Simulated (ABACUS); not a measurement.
# Ti (Fm-3m) in ABACUS: settings compared

The runs below take Ti through single point, with LDA, PBEsol.

Program: ABACUS 3.10.1. These are calculated values, not measurements. Logs are shortened: lines on timing, memory, paths and dates and some standing lists are left out, and cuts for length are marked.

### Step 1. The structure

It takes space group Fm-3m (No. 225, cubic). Conventional cell: a = 4.060 Å, b = 4.060 Å, c = 4.060 Å, α = 90.00°, β = 90.00°, γ = 90.00°. Around Ti (site symmetry m-3m) lie 12 Ti at 2.87 Å.

This isn't the form of Ti at room conditions, which is hcp.

### Step 2. Single point, LDA

The input, run_abacus.py:

```python
"""ABACUS run from a structure file: ASE reads it, the script writes STRU, KPT and INPUT."""
import re
import subprocess
from ase.io import read
from ase.units import Bohr

atoms = read("Ti.cif")
atoms = atoms[(-atoms.numbers).argsort(kind="stable")]  # ABACUS lists atoms element by element
pseudo = {'Ti': 'Ti_ONCV_PBE-1.2.upf'}
orbital = {}
magmoms = None
kmesh = [8, 8, 8]
params = {
    'suffix': 'Ti',
    'calculation': 'scf',
    'basis_type': 'pw',
    'pseudo_dir': './',
    'symmetry': 1,
    'dft_functional': 'pz',
    'ecutwfc': 84,
    'pseudo_rcut': 7,
    'nspin': 1,
    'nbands': 16,
    'ks_solver': 'dav',
    'smearing_method': 'fd',
    'smearing_sigma': 0.00367493,
    'scf_thr': 1e-08,
    'scf_nmax': 100,
    'mixing_type': 'broyden',
    'mixing_beta': 0.7,
    'cal_force': 1,
    'cal_stress': 1,
    'out_chg': 1,
    'out_pot': 2,
    'out_elf': 1,
}

symbols = atoms.get_chemical_symbols()
elements = list(dict.fromkeys(symbols))
lines = ["ATOMIC_SPECIES"] + [f"{e} {atoms.get_masses()[symbols.index(e)]:.4f} {pseudo[e]}" for e in elements]
if orbital:
    lines += ["", "NUMERICAL_ORBITAL"] + [orbital[e] for e in elements]
lines += ["", "LATTICE_CONSTANT", f"{1 / Bohr:.10f}", "", "LATTICE_VECTORS"]
lines += [" ".join(f"{x:.10f}" for x in v) for v in atoms.cell]
lines += ["", "ATOMIC_POSITIONS", "Direct"]
for e in elements:
    lines += ["", e, "0.0", str(symbols.count(e))]
    for i, p in enumerate(atoms.get_scaled_positions(wrap=False)):
        if symbols[i] == e:
            mag = "" if magmoms is None else " mag " + " ".join(str(x) for x in (magmoms[i] if isinstance(magmoms[i], list) else [magmoms[i]]))
            lines.append(" ".join(f"{x:.10f}" for x in p) + " 1 1 1" + mag)
open("STRU", "w").write("\n".join(lines) + "\n")
open("KPT", "w").write("K_POINTS\n0\nGamma\n%d %d %d 0 0 0\n" % tuple(kmesh))
open("INPUT", "w").write("INPUT_PARAMETERS\n" + "".join(f"{k:<20s}{v}\n" for k, v in params.items()))

done = subprocess.run(['mpirun', '-np', '4', 'abacus'])
if done.returncode:
    raise SystemExit(done.returncode)
log = open("OUT.Ti/running_scf.log").read()
print("final energy (eV):", re.findall(r"FINAL_ETOT_IS (\S+)", log))
```

The input, Ti.cif:

```cif
data_Ti
_cell_length_a 2.87085353
_cell_length_b 2.87085353
_cell_length_c 2.87085353
_cell_angle_alpha 60.00000000
_cell_angle_beta 60.00000000
_cell_angle_gamma 60.00000000
_space_group_name_H-M_alt 'P1'
_space_group_name_Hall 'P 1'
_space_group_IT_number 1
loop_
_space_group_symop_operation_xyz
'x,y,z'
loop_
_atom_site_label
_atom_site_type_symbol
_atom_site_symmetry_multiplicity
_atom_site_Wyckoff_symbol
_atom_site_fract_x
_atom_site_fract_y
_atom_site_fract_z
_atom_site_occupancy
Ti1 Ti 1 a 0.0000000000 0.0000000000 0.0000000000 1
```

Potentials or basis: SG15 ONCV 1.2 PBE, plane waves.

Command:

```
$ OMP_NUM_THREADS=1 python run_abacus.py > log
```

running log:

```text
ABACUS v3.10.1

               Atomic-orbital Based Ab-initio Computation at UStc

 ------------------------------------------------------------------------------------

 READING GENERAL INFORMATION
                           global_out_dir = OUT.Ti/
                           global_in_card = INPUT
                               pseudo_dir = ./
                              orbital_dir =
                                    DSIZE = 4
                                    GSIZE = 1

 READING UNITCELL INFORMATION
                                    ntype = 1
                  lattice constant (Bohr) = 1.88973
              lattice constant (Angstrom) = 1

 READING ATOM TYPE 1
                               atom label = Ti
                      L=0, number of zeta = 1
                      L=1, number of zeta = 1
                      L=2, number of zeta = 1
             number of atom for this type = 1

                        TOTAL ATOM NUMBER = 1
DIRECT COORDINATES
    atom                   x                   y                   z     mag                  vx                  vy                  vz
taud_Ti1            0.0000000000        0.0000000000        0.0000000000  0.0000        0.0000000000        0.0000000000        0.0000000000

                          Volume (Bohr^3) = 112.905
                             Volume (A^3) = 16.7308

 Lattice vectors: (Cartesian coordinate: in unit of a_0)
             +2.87085                  +0                  +0
             +1.43543            +2.48623                  +0
             +1.43543           +0.828744            +2.34404
 Reciprocal vectors: (Cartesian coordinate: in unit of 2 pi/a_0)
            +0.348328           -0.201108           -0.142204
                   -0           +0.402215           -0.142204
                   +0                  -0           +0.426613
 The esolver type has been set to : ksdft_pw

                PAO radial cut off (Bohr) = 7

 Read in pseudopotential file is Ti_ONCV_PBE-1.2.upf
                     pseudopotential type = NC
          exchange-correlation functional = PBE
                 nonlocal core correction = 0
                        valence electrons = 12
                                     lmax = 2
                           number of zeta = 0
                     number of projectors = 6
                           L of projector = 0
                           L of projector = 0
                           L of projector = 1
                           L of projector = 1
                           L of projector = 2
                           L of projector = 2
 XC functional updated to : pz
          exchange-correlation functional = PZ
     initial pseudo atomic orbital number = 0

 SETUP THE ELECTRONS NUMBER
            electron number of element Ti = 12
      total electron number of element Ti = 12
            AUTOSET number of electrons:  = 12
                           occupied bands = 6
                                   NBANDS = 16
                                   NLOCAL = 9

%%%%%%%%%%%%%%%%%%%%%%%%%%%%%%%%%%%%%%%%%%%%%%%%%%%%%%%%%%%%%%%%%%%%%%%%%%%%%%%%%%%%%%%%%%%%%%%%%%%%%%%%%%
 Warning: the number of valence electrons in pseudopotential > 4 for Ti: [Ar] 3d2 4s2
 Pseudopotentials with additional electrons can yield (more) accurate outcomes, but may be less efficient.
 If you're confident that your chosen pseudopotential is appropriate, you can safely ignore this warning.
%%%%%%%%%%%%%%%%%%%%%%%%%%%%%%%%%%%%%%%%%%%%%%%%%%%%%%%%%%%%%%%%%%%%%%%%%%%%%%%%%%%%%%%%%%%%%%%%%%%%%%%%%%

 SETUP THE PLANE WAVE BASIS
 energy cutoff for charge/potential (unit:Ry) = 336
            fft grid for charge/potential = [ 32, 32, 32 ]
                        fft grid division = [ 1, 1, 1 ]
        big fft grid for charge/potential = [ 32, 32, 32 ]
                                     nbxx = 8192
                                     nrxx = 8192

 SETUP PLANE WAVES FOR CHARGE/POTENTIAL
                    number of plane waves = 11791
                         number of sticks = 673

 PARALLEL PW FOR CHARGE/POTENTIAL
     PROC   COLUMNS(POT)             PW
        1            169           2951
        2            168           2946
        3            168           2948
        4            168           2946
 --------------- sum -------------------
        4            673          11791
                            number of |g| = 168
                                  max |g| = 30.3332
                                  min |g| = 0

----------- Double Check Mixing Parameters Begin ------------
mixing_type: broyden
mixing_beta: 0.7
mixing_gg0: 1
mixing_gg0_min: 0.1
mixing_ndim: 8
----------- Double Check Mixing Parameters End ------------

 LATTICE VECTORS: (CARTESIAN COORDINATE: IN UNIT OF A0)
             +2.87085                  +0                  +0
             +1.43543            +2.48623                  +0
             +1.43543           +0.828744            +2.34404
                       right hand lattice = 1
                                   NORM_A = 2.87085
                                   NORM_B = 2.87085
                                   NORM_C = 2.87085
                           ALPHA (DEGREE) = 60
                           BETA  (DEGREE) = 60
                           GAMMA (DEGREE) = 60

 The lattice vectors have been changed (STRU_SIMPLE.cif)

(for optimal symmetric configuration:)
                             BRAVAIS TYPE = 3
                     BRAVAIS LATTICE NAME = 03. Cubic F (face-centered)
                                    ibrav = 3
                                    IBRAV = 3
                                  BRAVAIS = FACE CENTERED CUBIC
                       LATTICE CONSTANT A = 4.06
Original cell was already a primitive cell.
                        ROTATION MATRICES = 48
              PURE POINT GROUP OPERATIONS = 48
                   SPACE GROUP OPERATIONS = 48
                              POINT GROUP = O_h
               POINT GROUP IN SPACE GROUP = O_h

 SETUP K-POINTS
                                    nspin = 1
                   Input type of k points = Monkhorst-Pack(Gamma)
                                   nkstot = 512
                       right hand lattice = 1
(for reciprocal lattice: )
                             BRAVAIS TYPE = 2
                     BRAVAIS LATTICE NAME = 02. Cubic I (body-centered)
                                    ibrav = 2
                       right hand lattice = 1
(for k-lattice: )
                             BRAVAIS TYPE = 2
                     BRAVAIS LATTICE NAME = 02. Cubic I (body-centered)
                                    ibrav = 2
                       right hand lattice = 1
                        ROTATION MATRICES = 48
                               nkstot_ibz = 29
K-POINTS REDUCTION ACCORDING TO SYMMETRY
     IBZ    DIRECT_X    DIRECT_Y    DIRECT_Z  WEIGHT  ibz2bz
       1  0.00000000  0.00000000  0.00000000  0.0020       0
       2  0.12500000  0.12500000  0.12500000  0.0156       1
       3  0.25000000  0.25000000  0.25000000  0.0156       2
       4  0.37500000  0.37500000  0.37500000  0.0156       3
       5  0.50000000  0.50000000  0.50000000  0.0078       4
       6  0.12500000  0.12500000  0.00000000  0.0117       9
[... 21 lines left out ...]
      28 -0.12500000  0.50000000  0.37500000  0.0234     101
      29  0.50000000  0.25000000 -0.25000000  0.0117     166

                               nkstot now = 29
[... K-POINTS DIRECT COORDINATES: 29 rows ...]

           k-point number in this process = 29
       minimum distributed K point number = 29
[... stars of the k points ...]

[... K-POINTS CARTESIAN COORDINATES: 29 rows ...]

[... K-POINTS DIRECT COORDINATES: 29 rows ...]

 SETUP PLANE WAVES FOR WAVE FUNCTIONS
     energy cutoff for wavefunc (unit:Ry) = 84
              fft grid for wave functions = [ 32, 32, 32 ]
                    number of plane waves = 2085
                         number of sticks = 211

 PARALLEL PW FOR WAVE FUNCTIONS
     PROC   COLUMNS(POT)             PW
        1             52            520
        2             53            521
        3             53            522
        4             53            522
 --------------- sum -------------------
        4            211           2085

 SETUP NONLOCAL PSEUDOPOTENTIALS IN PLANE WAVE BASIS
 Ti non-local projectors:
 projector 1 L=0
 projector 2 L=0
 projector 3 L=1
 projector 4 L=1
 projector 5 L=2
 projector 6 L=2
      TOTAL NUMBER OF NONLOCAL PROJECTORS = 18

 Init Non-Local PseudoPotential table :
 Init Non-Local-Pseudopotential done.

                                     npwx = 386

 -------------------------------------------
 SELF-CONSISTENT
 -------------------------------------------
                                 init_chg = atomic

 PW ALGORITHM --------------- ION=   1  ELEC=   1--------------------------------
 Notice: Threshold on eigenvalues was too large.
 hsover_error=0.12 > DRHO=0.114252
 Origin diag ethr = 0.01
 New diag ethr = 0.000952098

 Density error is 0.11022240848
                          Error Threshold = 0.000952098422636
----------------------------------------------------------
     Energy           Rydberg                 eV
----------------------------------------------------------
 E_KohnSham     -115.1301483996      -1566.4260298199
 E_Harris       -117.7919616217      -1602.6418566526
 E_Fermi        1.0772043257         14.6561167399
----------------------------------------------------------
[... 63 lines left out ...]
 Density error is 2.87192789302e-09
                          Error Threshold = 1.90547906132e-10
----------------------------------------------------------
     Energy           Rydberg                 eV
----------------------------------------------------------
 E_KohnSham     -115.1654065377      -1566.9057413993
 E_KS(sigma->0) -115.1649060299      -1566.8989316406
 E_Harris       -115.1654450437      -1566.9062652995
 E_band         -10.9438912481       -148.8992792671
 E_one_elec     -37.5918400486       -511.4632229649
 E_Hartree      22.5523403185        306.8403315666
 E_xc           -14.0723315198       -191.4638928140
 E_Ewald        -86.0525742722       -1170.8053376697
 E_entropy(-TS) -0.0010010157        -0.0136195173
 E_descf        0.0000000000         0.0000000000
 E_exx          0.0000000000         0.0000000000
 E_Fermi        1.0182530654         13.8540436956
----------------------------------------------------------

 charge density convergence is achieved
 final etot is -1566.9057414 eV
 EFERMI = 13.854043696 eV
The vacuum level is 13.703172698 eV

 STATE ENERGY(eV) AND OCCUPATIONS    NSPIN == 1
 1/29 kpoint (Cartesian) = 0.0000 0.0000 0.0000 (365 pws)
       1       -42.6838     0.00390625
       2       -18.4320     0.00390625
       3       -18.4320     0.00390625
       4       -18.4320     0.00390625
       5        7.58948     0.00390625
       6        14.7460    6.99289e-11
[... 8 lines left out ...]
      15        37.9034        0.00000
      16        39.1530        0.00000
[... 73 lines left out ...]
 6/29 kpoint (Cartesian) = 0.043541 0.025138 -0.035551 (362 pws)
       1       -42.6555      0.0234375
       2       -18.5481      0.0234375
       3       -18.4726      0.0234375
       4       -18.4726      0.0234375
       5        8.27396      0.0234375
       6        14.2381    1.08046e-05
[... 8 lines left out ...]
      15        39.1887        0.00000
      16        39.1887        0.00000

[... levels at 23 further k points ...]

------------------------------------------------------------------------------------------
 TOTAL-FORCE (eV/Angstrom)
------------------------------------------------------------------------------------------
                       Ti1         0.0000000000         0.0000000000         0.0000000000
------------------------------------------------------------------------------------------

----------------------------------------------------------------
 TOTAL-STRESS (KBAR)
----------------------------------------------------------------
       -43.9745664911         0.0000000000        -0.0000000000
        -0.0000000000       -43.9745664920         0.0000000006
        -0.0000000000         0.0000000006       -43.9745664907
----------------------------------------------------------------
 TOTAL-PRESSURE: -43.974566 KBAR

 --------------------------------------------
 !FINAL_ETOT_IS -1566.9057413993052705 eV
 --------------------------------------------
```

It took 3 s on 4 MPI ranks of Intel Xeon Platinum 8488C (Sapphire Rapids), shared host; peak memory 0.36 GiB.

Results:

- Free energy: -1566.9057 eV
- Pressure: -4.4 GPa
- Band gap on the k mesh: none (metal or under the smearing width)

Levels at points of the mesh, in eV from the Fermi level:
```tsv
k point	band 3	band 4	band 5	band 6	band 7	band 8	band 9	band 10
(0.00, 0.00, 0.00)	-32.29	-32.29	-6.26	0.89	0.89	0.89	2.64	2.64
(0.50, 0.50, 0.50)	-32.39	-32.39	-2.76	0.72	0.75	0.75	3.83	3.83
(0.50, 0.50, 0.00)	-32.56	-32.56	-2.78	-1.87	2.96	3.80	4.15	4.15
```

Caveat: the potentials were made for another functional, which shifts forces and pressure.

### Step 3. Single point, PBEsol

Edit run_abacus.py of step 2 so:

```diff
@@ -18,3 +18,3 @@
     'symmetry': 1,
-    'dft_functional': 'pz',
+    'dft_functional': 'pbesol',
     'ecutwfc': 84,
@@ -33,4 +33,3 @@
     'out_chg': 1,
-    'out_pot': 2,
-    'out_elf': 1,
+    'kpar': 4,
 }
```

Ti.cif is that of step 2.

Potentials or basis: SG15 ONCV 1.2 PBE, plane waves.

Command:

```
$ OMP_NUM_THREADS=1 python run_abacus.py > log
```

It took 2.6 s on 4 MPI ranks of Intel Xeon Platinum 8488C (Sapphire Rapids), shared host; peak memory 0.36 GiB.

Results (log left out):

```yaml
Free_energy: -1567.6820 eV
Pressure: 0.1 GPa
Band_gap_on_the_k_mesh: none (metal or under the smearing width)
```

Levels at points of the mesh, in eV from the Fermi level:
```csv
k point,band 3,band 4,band 5,band 6,band 7,band 8,band 9,band 10
"(0.00, 0.00, 0.00)",-32.37,-32.37,-6.25,0.90,0.90,0.90,2.63,2.63
"(0.50, 0.50, 0.50)",-32.47,-32.47,-2.73,0.67,0.76,0.76,3.79,3.79
"(0.50, 0.50, 0.00)",-32.64,-32.64,-2.76,-1.85,2.94,3.77,4.10,4.10
```

Caveat: the potentials were made for another functional, which shifts forces and pressure.
